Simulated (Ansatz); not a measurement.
# NaI: the cost of one run

Computed with Ansatz 0.2.0 (DFT LDA+D3(BJ), scalar-relativistic, plane waves, PAW, unless a step's input says otherwise).

1 further run of the same task is left out (set aside as unsound or not needed).

## (1) The starting structure

Symmetry: Cmmm, No. 65, orthorhombic system. Conventional cell: a = 4.818 Å, b = 6.114 Å, c = 3.895 Å, α = 90.00°, β = 90.00°, γ = 90.00°. Na (site symmetry mmm) has 4 I at 3.10 Å as nearest neighbours. I (site symmetry mmm) has 4 Na at 3.10 Å as nearest neighbours.

As a file:

```cif
data_structure
_symmetry_space_group_name_H-M 'Cmmm'
_symmetry_Int_Tables_number 65
_cell_length_a 4.8176
_cell_length_b 6.1136
_cell_length_c 3.8946
_cell_angle_alpha 90.000
_cell_angle_beta 90.000
_cell_angle_gamma 90.000
_cell_volume 114.71
loop_
_atom_site_label
_atom_site_type_symbol
_atom_site_symmetry_multiplicity
_atom_site_Wyckoff_symbol
_atom_site_fract_x
_atom_site_fract_y
_atom_site_fract_z
_atom_site_occupancy
Na1 Na 2 d 0.50000 0.50000 0.50000 1
I1 I 2 b 0.50000 0.00000 0.00000 1
```

It goes back to an entry of the Materials Project, which need not be the stable form.

This cell was relaxed beforehand with the same method: volume 28.68 Å³/atom, gap on the mesh 2.38 eV.

## (2) The scan

The energy is mapped over two homogeneous strains (x along [1 0 0], y along [0 0 −1], z along [0 1 0] of the conventional cell).

- engineering shear strain xz: 7 values from −30 to 30 %
- normal strain along z: 7 values from −11.0 to 11.0 %

Nothing else is relaxed (fractional coordinates fixed). Energies count from the relaxed crystal. Points are written as (first, second).

## (3) Point (−10 %, −11.0 %)

Contents of input.yaml:

```yaml
crystal:
  lattice:
    - [4.8176344487, 0.0, -0.2408817224]
    - [0.0, 3.8946208906, 0.0]
    - [-0.3056821252, 0.0, 5.441141828]
  atoms:
    - { symbol: Na, position: [0.25, 0.5, 0.2501463998] }
    - { symbol: Na, position: [0.75, 0.5, 0.7498536002] }
    - { symbol: I, position: [0.25, 0.0, 0.7499991723] }
    - { symbol: I, position: [0.75, 0.0, 0.2500008277] }
basis:
  ecutwfc: 520.0
kpoints:
  mp_grid: { grid: [6, 8, 6] }
hamiltonian:
  xc: lda
  pseudopotentials: { kind: paw }
  dispersion: d3bj
scf:
  occupations: { method: gaussian, width: 0.05 }
output:
  forces: true
  stress: true
  eigenvalues: true
```

Launch:

```console
> ansatz run input.yaml --threads 1 --pin off --max-ram 2048MiB --backend cpu --events-out ev --progress --plain --runs-dir out
```

Q: Estimate wall time and peak memory on 1 thread of Arm Neoverse N1, shared host.

About 41 s, with a peak of 0.55 GiB.
